## The direct gap on the path is not the direct gap of the crystal

The column "direct gap on path" overstates the smallest direct gap of PtS₂ by nearly 0.6 eV in every row. It makes the crystal look strongly indirect, with a direct gap about 0.65 eV above the indirect one. The k mesh of the same runs finds the two only a few hundredths of an eV apart. All seven functionals repeat the misleading picture, because all were sampled along the same lines.

SIESTA 5.4.2, Kohn–Sham DFT with a DZP basis, without spin polarisation or spin–orbit coupling, for PtS₂ (P-3m1) in one fixed, unrelaxed geometry. The density was converged on a 9 × 9 × 5 k mesh with Fermi–Dirac smearing of 0.05 eV; both gaps are taken along the path Γ–M–K–Γ–A–L–H–A–L–M–K–H.

| functional | potentials | gap on path (eV) | direct gap on path (eV) |
| --- | --- | --- | --- |
| LDA | PseudoDojo-0.4-standard,-converted-to PSML,-two-zetas-on-semicore-shells | 0.853 | 1.508 |
| PBE | PseudoDojo-0.4-standard,-converted-to PSML,-two-zetas-on-semicore-shells | 0.951 | 1.598 |
| PBEsol | PseudoDojo-0.4-standard,-converted-to PSML,-two-zetas-on-semicore-shells | 0.888 | 1.539 |
| RPBE | PseudoDojo-0.4-standard, converted-to-PSML | 0.979 | 1.628 |
| BLYP | PseudoDojo-0.4-standard,-converted-to PSML,-two-zetas-on-semicore-shells | 0.978 | 1.622 |
| AM05 | PseudoDojo-0.4-standard,-converted-to PSML,-two-zetas-on-semicore-shells | 0.912 | 1.562 |
| vdW-DF-cx | PseudoDojo-0.4-standard,-converted-to PSML,-two-zetas-on-semicore-shells | 0.917 | 1.567 |

### One lower value is enough

The "gap on path" is the lowest conduction energy minus the highest valence energy, wherever on the path each occurs. The "direct gap on path" is the smallest distance between the two bands at one and the same wave vector k. Both are minima over the points that were visited. A minimum over some points can only lie above or at the minimum over all points, so each listed gap is an upper bound for its functional and cell.

This gives a test that needs no experiment and no better theory. With PBE the path yields a direct gap of 1.598 eV, while the regular mesh on which the density was converged yields 1.010 eV. The lower value refutes the higher one, since both come from the same atoms, functional and basis. The other six rows fail in the same way, as the output printed after the text shows.

The table alone gives no such alarm. The separation between its two gap columns stays between 0.644 and 0.655 eV, which looks like a well-established property of the material. It is a property of the chosen lines.

### Why the path finds one gap and misses the other

The indirect gap is a forgiving quantity. The path needs to pass near a valence maximum at one place and near a conduction minimum at another, and the two places need not be related. The direct gap demands both at once: a single k at which the valence band is high and the conduction band is low.

The mesh contains such a point. In the PBE row its direct gap exceeds its indirect gap by only 0.044 eV. At that k the valence band therefore lies below the highest mesh value, and the conduction band above the lowest, by amounts that together make up just 0.044 eV. The point must lie away from the lines of the path, because on a line it would have close neighbours among the path points, and smooth bands do not change by 0.6 eV over so short a distance.

Symmetry explains why an important point can hide there. At the centre of the Brillouin zone and at several of its special boundary points, symmetry forces the slope of an isolated band to vanish, so extrema are common there. Elsewhere it is less strict. In this trigonal crystal the line from Γ to M lies in a mirror plane, which forbids a slope across the plane but allows one along the stacking direction. A band that looks extremal along Γ–M can thus continue to rise or fall as soon as k leaves the line within the plane.

The chemistry supplies a reason for such a slope. Platinum is formally Pt(IV) with six d electrons, which fill the lower group of d levels in the sulphur octahedron. The states near the gap are expected to mix Pt d with S p character, and S p orbitals of neighbouring layers overlap across the space between them. This overlap makes the energies depend on the stacking component of k, even though the crystal is layered. The argument shows how the two bands can approach each other away from the lines. Since the path finds an equally small indirect gap, each band probably comes close to its edge in more than one part of the zone: at separate places on the lines, and together at the missed point. The outputs do not say where that point lies or which orbitals dominate there.

A finer path would not cure the fault. Along Γ–M the path already has smaller steps than the mesh. What it lacks is any view of the volume between its lines.

### The mesh has a smaller fault of its own

The mesh covers the volume, but coarsely, and can step over the exact edge of a band. Its indirect gap is higher than that of the path by 0.01 to 0.02 eV in six rows; for BLYP the two agree within rounding. For the indirect gap the path is therefore the better guide, or an equal one.

The size of this second error can be estimated without any adjusted parameter. Suppose that a band edge lies half a mesh step from the nearest mesh point, in the plane of the layers, and that the band curves like that of a free electron:

- Reciprocal edge: 4π/(√3 × 3.543 Å) = 2.05 Å⁻¹.
- Half of one ninth of it: q = 2.05/18 = 0.114 Å⁻¹.
- Energy missed: ħ²q²/2m = 3.81 eV Å² × (0.114 Å⁻¹)² ≈ 0.05 eV.

Here m is the free-electron mass and ħ²/2m = 3.81 eV Å². A heavier carrier gives less, a lighter one more, and the errors of the two band edges add. The estimate is two to five times the difference seen in six of the rows, but that difference only shows by how much the mesh is worse than the path, not its full error. The direct gap of the crystal may accordingly lie somewhat below the mesh value.

### What survives, and what does not

An error shared by all rows largely cancels when rows are subtracted. PBE opens the direct gap by 0.090 eV relative to LDA on the path and by 0.096 eV on the mesh, although the two samplings find it at different k. For the indirect gap the shift is 0.098 eV on both. LDA stays lowest on both. The failure thus spoils the absolute direct gap and the label "strongly indirect", but not the comparison of PBE with LDA. BLYP fares less well: its direct gap exceeds that of LDA by 0.114 eV on the path and by 0.138 eV on the mesh.

The sequence LDA, PBEsol, PBE is the cleanest part of the trend, because each of these rows uses potentials made for its own functional. The other four rows use potentials made for PBE or PBEsol. LDA sees only the local density, PBEsol adds a weak response of exchange to the density gradient, and PBE a stronger one. The gap grows in the same order. This fits a gradient effect at fixed geometry, although the potentials change along with the functional and the table does not separate the two.

Close rankings do not survive. In the indirect gap, vdW-DF-cx lies 0.005 eV above AM05 on the path and 0.007 eV below it on the mesh. RPBE and BLYP are level there on the path but 0.016 eV apart on the mesh, and in the direct gap these two change places. RPBE also has a different basis. Such differences deserve no explanation in terms of the functionals.

### Agreement between functionals is not an error bar

The direct gap on the path varies by 0.12 eV over the seven functionals. Its sampling error is about five times as large. Anyone who took the spread as the uncertainty would have been confident and wrong, because a spread reveals only what differs between the rows.

The same reasoning applies to the physics that all rows share. None of these functionals contains the jump of the exchange–correlation potential that belongs to adding an electron, so their gaps are usually too small. Spin–orbit coupling, which can shift bands with Pt character, is left out everywhere, and the basis over the semicore shells of platinum is short in all rows. The size of none of these effects can be read from the scatter of the rows.

The common cell is a further case. It was not relaxed, and forces of 1.5 to 2.5 eV/Å remain on the sulphur atoms. Relaxation would move sulphur by a different amount for each functional and change the overlap between layers, which is expected to shift the gap as well. The trend in the table is that of functionals in one fixed cell, not that of their equilibrium crystals.

The sampling error also changes the picture of how the crystal absorbs light. Averaged over the rows, the path places the onset of vertical transitions, those that need no help from lattice vibrations, near 0.8 µm; the mesh places it near 1.3 µm. Neither is a prediction of a spectrum, since the gaps carry the shared errors just described and the strength of the transitions was not computed. Absorption helped by lattice vibrations can begin at the indirect gap in both pictures. Between the two wavelengths the path therefore misjudges the kind of transition, not whether light can be absorbed at all.

The practical rule is to take a direct gap from a mesh that fills the zone, to look up the k at which the lowest value occurs and refine the mesh around it, and to use the path for drawing the bands. If the mesh gives a direct gap well below that of the path, the path has missed the relevant region, however many functionals agree on it.

Output of the analysis:

```
Direct gaps in eV on path and mesh:
        row  path direct  mesh direct  path less mesh  direct less indirect on path  direct less indirect on mesh
        LDA        1.508       0.9143          0.5937                         0.655                       0.04605
        PBE        1.598         1.01          0.5876                         0.647                       0.04419
     PBEsol        1.539       0.9469          0.5921                         0.651                       0.03994
       RPBE        1.628        1.031          0.5967                         0.649                       0.03763
       BLYP        1.622        1.053          0.5693                         0.644                       0.07515
       AM05        1.562       0.9697          0.5923                          0.65                        0.0346
  vdW-DF-cx        1.567       0.9744          0.5926                          0.65                       0.04662
Indirect gaps and shifts from LDA in eV:
        row  path gap  mesh gap  mesh less path  path gap shift  mesh gap shift  path direct shift  mesh direct shift
        LDA     0.853    0.8683          0.0153               0               0                  0                  0
        PBE     0.951    0.9662         0.01521           0.098         0.09791               0.09            0.09605
     PBEsol     0.888     0.907         0.01896           0.035         0.03866              0.031            0.03255
       RPBE     0.979    0.9937         0.01465           0.126          0.1254               0.12             0.1169
       BLYP     0.978    0.9775         -0.0005           0.125          0.1092              0.114             0.1383
       AM05     0.912    0.9351         0.02311           0.059         0.06681              0.054            0.05536
  vdW-DF-cx     0.917    0.9278          0.0108           0.064          0.0595              0.059            0.06007
Smallest excess of the path direct gap over the mesh one (eV): 0.5693
Largest excess of the path direct gap over the mesh one (eV): 0.5967
Spread of the path direct gap over the functionals (eV): 0.12
Mean excess divided by that spread: 4.91
Spread of the path indirect gap over the functionals (eV): 0.126
vdW-DF-cx less AM05, indirect gap on path (eV): 0.005
vdW-DF-cx less AM05, indirect gap on mesh (eV): -0.00731
RPBE less BLYP, indirect gap on path (eV): 0.001
RPBE less BLYP, indirect gap on mesh (eV): 0.01615
Free-electron energy over half a mesh step in the plane (eV): 0.0493
Wavelength at the mean path direct gap (nm): 787.3
Wavelength at the mean mesh direct gap (nm): 1258
Smallest force left on S (eV/A): 1.456
Largest force left on S (eV/A): 2.507
```
